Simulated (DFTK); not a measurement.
# Au (Im-3m) in DFTK: single point with PBEsol

Aim: the single point of Au with PBEsol.

All numbers are computed with DFTK 0.8.2; they aren't measurements. Logs are shortened: lines on timing, memory, paths and dates and some standing lists are left out, and cuts for length are marked.

### 1 The undisturbed crystal

The structure is cubic, space group Im-3m (No. 229). Conventional cell: a = 3.315 Å, b = 3.315 Å, c = 3.315 Å, α = 90.00°, β = 90.00°, γ = 90.00°. Au (site symmetry m-3m) is surrounded by 8 Au at 2.87 Å.

This isn't the form of Au at room conditions, which is fcc.

### 2 Single point, PBEsol (cell strained at random at fixed volume)

run.jl

```julia
using DFTK
using PseudoPotentialData
using Unitful, UnitfulAtomic
using LinearAlgebra, Printf
include("save.jl")
disable_threading()

# lattice vectors are the columns
lattice = austrip(1u"Å") * [      -1.66724       1.603735       1.736433;
                 1.610846      -1.635684       1.704878;
                 1.664696       1.626029      -1.689534]
symbols   = [:Au]
positions = [[-0.009882, -0.017092, -0.021301]]
pseudopotentials = PseudoFamily("dojo.nc.sr.pbesol.v0_4_1.standard.upf")
elements = Dict(s => ElementPsp(s, pseudopotentials) for s in unique(symbols))
atoms    = [elements[s] for s in symbols]

build_model(lattice, positions; symmetries=true) =
    model_DFT(lattice, atoms, positions;
              functionals=PBEsol(),
              temperature=austrip(0.05u"eV"),
              smearing=Smearing.FermiDirac(),
              symmetries)
Ecut  = 38.0  # hartree
kgrid = [11, 11, 11]
tol   = 1e-6
to_GPa = ustrip(uconvert(u"GPa", 1u"hartree/bohr^3"))

model = build_model(lattice, positions)
basis = PlaneWaveBasis(model; Ecut, kgrid)
display(basis)
scfres = self_consistent_field(basis;
                               tol,
                               nbandsalg=AdaptiveBands(model; n_bands_converge=14))
display(scfres.energies)
@printf "Fermi level: %.6f eV\n" ustrip(auconvert(u"eV", something(scfres.εF, NaN)))
forces = compute_forces_cart(scfres)
println("Forces (eV/Å)")
for (s, f) in zip(symbols, forces)
    @printf "%-3s %12.6f %12.6f %12.6f\n" s ustrip.(auconvert.(u"eV/Å", f))...
end
stress = compute_stresses_cart(scfres)
println("Stress (GPa)")
display(round.(stress * to_GPa; digits=4))
println("Levels at the first k-point (eV): ", round.(ustrip.(auconvert.(u"eV", scfres.eigenvalues[1][1:scfres.n_bands_converge])); digits=4))
save_scf!(scfres; forces, stress)
```

Potentials or basis: dojo.nc.sr.pbesol.v0_4_1.standard.upf (PBEsol).

Started as:

```
$ julia --threads=1 run.jl  # save.jl only writes the numbers to a file and isn't shown; printed stress counts tension as positive; times include loading and compiling
```

Standard output:

```text
PlaneWaveBasis discretization:

    Ecut                 : 38.0 Ha
    fft_size             : (32, 32, 36), 36864 total points
    kgrid                : MonkhorstPack([11, 11, 11])
    num.   red. kpoints  : 1331
    num. irred. kpoints  : 1331

    Discretized Model(gga_x_pbe_sol+gga_c_pbe_sol, 3D):
        lattice (in Bohr)    : [-3.15063  , 3.03062   , 3.28138   ]
                               [3.04406   , -3.09099  , 3.22175   ]
                               [3.14582   , 3.07275   , -3.19276  ]
        unit cell volume     : 122.87 Bohr³

        atoms                : Au
        pseudopot. family    : PseudoFamily("dojo.nc.sr.pbesol.v0_4_1.standard.upf")

        num. electrons       : 19
        spin polarization    : none
        temperature          : 0.0018375 Ha
        smearing             : DFTK.Smearing.FermiDirac()

        terms                : Kinetic()
                               AtomicLocal()
                               AtomicNonlocal()
                               Ewald(nothing)
                               PspCorrection()
                               Hartree()
                               Xc(gga_x_pbe_sol, gga_c_pbe_sol)
                               Entropy()
n     Energy            log10(ΔE)   log10(Δρ)   Diag   Δtime
---   ---------------   ---------   ---------   ----   ------
  1   -147.3994091431                   -0.89    3.8    51.9s
  2   -147.4176869419       -1.74       -1.43    1.0    27.4s
  3   -147.4196662979       -2.70       -2.40    2.2    39.0s
  4   -147.4196757458       -5.02       -2.92    2.5    34.9s
  5   -147.4196761413       -6.40       -3.79    2.2    37.5s
  6   -147.4196761657       -7.61       -4.09    3.1    42.4s
  7   -147.4196761706       -8.31       -4.67    1.4    30.8s
  8   -147.4196761710       -9.42       -5.89    2.2    37.6s
  9   -147.4196761710      -11.42       -6.00    3.9    49.9s
 10   -147.4196761710      -12.10       -6.91    1.0    27.3s
Energy breakdown (in Ha):
    Kinetic             42.4764219
    AtomicLocal         -94.6264716
    AtomicNonlocal      2.3915527
    Ewald               -104.8376365
    PspCorrection       4.9823461
    Hartree             27.2996031
    Xc                  -25.1053709
    Entropy             -0.0001209

    total               -147.419676170984
Fermi level: 11.458740 eV
Forces (eV/Å)
Au      0.000000    -0.000000    -0.000000
Stress (GPa)
3×3 StaticArraysCore.SMatrix{3, 3, Float64, 9} with indices SOneTo(3)×SOneTo(3):
  8.1687   1.8501  -1.7133
  1.8501   8.7462  -0.1596
 -1.7133  -0.1596   9.5132
Levels at the first k-point (eV): [-93.8447, -45.0622, -45.0587, -45.0559, 2.3417, 6.828, 6.9711, 7.4392, 8.8387, 8.92, 27.4714, 27.8783, 28.4999, 33.7472]
```

Run time: 13 min. Hardware: 1 thread of Intel Xeon 6975P-C (Granite Rapids), shared host; peak memory 5.9 GiB.

Results:

```yaml
Free_energy: -4011.4937 eV
Pressure: -8.8 GPa
Band_gap_on_the_k_mesh: none (metal or under the smearing width)
```

Stress tensor (GPa, compression positive):
```
-8.17 -1.85  1.71
-1.85 -8.75  0.16
 1.71  0.16 -9.51
```

The run has no spin-orbit coupling, so splittings on Au are missing.
